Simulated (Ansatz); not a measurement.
A plane-wave DFT run in Ansatz 0.2.0 (scalar-relativistic PAW potentials unless the input names others): input and command.

```yaml
crystal:
  lattice:
    - [-3.0873287741, 3.0873287741, 1.5175434582]
    - [3.0873287741, -3.0873287741, 1.5175434582]
    - [3.0873287741, 3.0873287741, -1.5175434582]
  atoms:
    - { symbol: Hg, position: [0.25, 0.75, 0.5] }
    - { symbol: Te, position: [0.0, 0.0, 0.0] }
basis:
  ecutwfc: 420
kpoints:
  mp_grid: { grid: [18, 18, 18] }
hamiltonian:
  xc: lda
scf:
  occupations: { method: gaussian, width: 0.15 }
  max_iter: 60
output:
  forces: true
  eigenvalues: true
  stress: true
total_charge: 6
```

```bash
ansatz run input.yaml --threads 1 --pin off --max-ram 2560MiB --backend cpu --events-out ev --progress --plain --runs-dir out
```

Abridged log:
```
Basis set: ecut = 420 eV, 1149 PW (Γ)
Bands: 19, of which v1, the nominal top of the filled ones, is band 15 counted from 1 (14 counted from 0)
Symmetry: 8 space group operations
k-points: 480 of 5832 (time reversal used)
SCF iter   1: F=—  HF=-20475.265839 eV  |F-HF|=—  |Δ(HF+E_count)|=         —  Δρ=4.99e-1  dr2=1.44e2  ethr=1.77e-3  ⟨swp⟩=6.4  Hψ=52016  notcnv=0
SCF iter   2: F=—  HF=-20400.385423 eV  |F-HF|=—  |Δ(HF+E_count)|=    7.49e1  Δρ=1.01e-1  dr2=4.99e0  ethr=1.77e-3  ⟨swp⟩=5.1  Hψ=36018  notcnv=0
SCF iter   3: F=—  HF=-20398.599870 eV  |F-HF|=—  |Δ(HF+E_count)|=    1.79e0  Δρ=3.76e-2  dr2=7.97e-1  ethr=1.77e-3  ⟨swp⟩=3.0  Hψ=21033  notcnv=0
SCF iter   4: F=—  HF=-20398.496276 eV  |F-HF|=—  |Δ(HF+E_count)|=   1.04e-1  Δρ=2.78e-2  dr2=1.01e0  ethr=1.77e-3  ⟨swp⟩=3.8  Hψ=22717  notcnv=0
SCF iter   5: F=—  HF=-20398.410794 eV  |F-HF|=—  |Δ(HF+E_count)|=   8.55e-2  Δρ=1.21e-2  dr2=1.95e-1  ethr=1.77e-3  ⟨swp⟩=2.0  Hψ=14576  notcnv=0
SCF iter   6: F=—  HF=-20398.384844 eV  |F-HF|=—  |Δ(HF+E_count)|=   2.59e-2  Δρ=1.98e-3  dr2=5.68e-3  ethr=6.51e-4  ⟨swp⟩=1.0  Hψ=11360  notcnv=0
SCF iter   7: F=—  HF=-20398.384374 eV  |F-HF|=—  |Δ(HF+E_count)|=   4.70e-4  Δρ=1.00e-3  dr2=1.26e-3  ethr=1.89e-5  ⟨swp⟩=1.1  Hψ=10747  notcnv=0
SCF iter   8: F=—  HF=-20398.384236 eV  |F-HF|=—  |Δ(HF+E_count)|=   1.38e-4  Δρ=3.33e-4  dr2=1.45e-4  ethr=4.21e-6  ⟨swp⟩=1.8  Hψ=9894  notcnv=0
SCF iter   9: F=—  HF=-20398.384220 eV  |F-HF|=—  |Δ(HF+E_count)|=   1.59e-5  Δρ=6.72e-5  dr2=5.40e-6  ethr=4.82e-7  ⟨swp⟩=1.4  Hψ=9411  notcnv=0
SCF iter  10: F=—  HF=-20398.384214 eV  |F-HF|=—  |Δ(HF+E_count)|=   5.97e-6  Δρ=4.25e-6  dr2=5.81e-9  ethr=3.33e-10  ⟨swp⟩=5.6  Hψ=49578  notcnv=0
SCF iter  11: F=-20398.384214 eV  HF=-20398.384214 eV  |F-HF|=5.57e-9  |Δ(HF+E_count)|=  7.28e-11  Δρ=2.45e-6  dr2=6.42e-9  ethr=1.94e-11  ⟨swp⟩=2.4  Hψ=27620  notcnv=0
SCF 1 converged in 11 iterations: F = -20398.384214 eV  dr2 = 6.42e-9
SCF converged after 11 iterations
Free energy (F): -20398.384214 eV
Harris-Foulkes:  -20398.384214 eV  (|F-HF|=5.57e-9)
Internal energy: -20398.373832 eV  (E = F + TS)
E sigma→0 (E₀):  -20398.379023 eV
Entropy (-TS):   -0.010382 eV (-5.191 meV/atom)
Fermi energy:    5.461554 eV
--- Forces (eV/Å), atoms counted from 1 ---
  atom   1  Hg     0.00000000     0.00000000     0.00000000
  atom   2  Te     0.00000000     0.00000000     0.00000000
--- Stress (GPa, compression-positive) ---
      -10.925726       0.000000       0.000000
        0.000000     -10.925726       0.000000
        0.000000       0.000000      13.455117
  P = ⅓ Tr σ = -2.7988 GPa (-27.988 kbar)
```

**Question.** Find the fault.

**Answer.** The fault is a net charge on a solid that should be neutral, 6 electrons a cell too few, offset by a uniform background, so that energy and pressure hang on that convention (total_charge: not typed → 6, the first being the value of the sound run). Setting it back cures it. The run converged all the same, with a total energy on another zero, pressure -2.80 GPa (with the neutralising background of the charged cell), largest force 0.000 eV/Å, no gap on the mesh, so convergence alone doesn't show that an input is right. A reference run from the same start on usual settings converged with pressure -4.57 GPa, largest force 0.000 eV/Å, no gap on the mesh.

It took 120 s on 1 thread of Intel(R) Xeon(R) Processor @ 2.50GHz (Skylake/Cascade Lake), on a shared host, peak memory 0.77 GiB.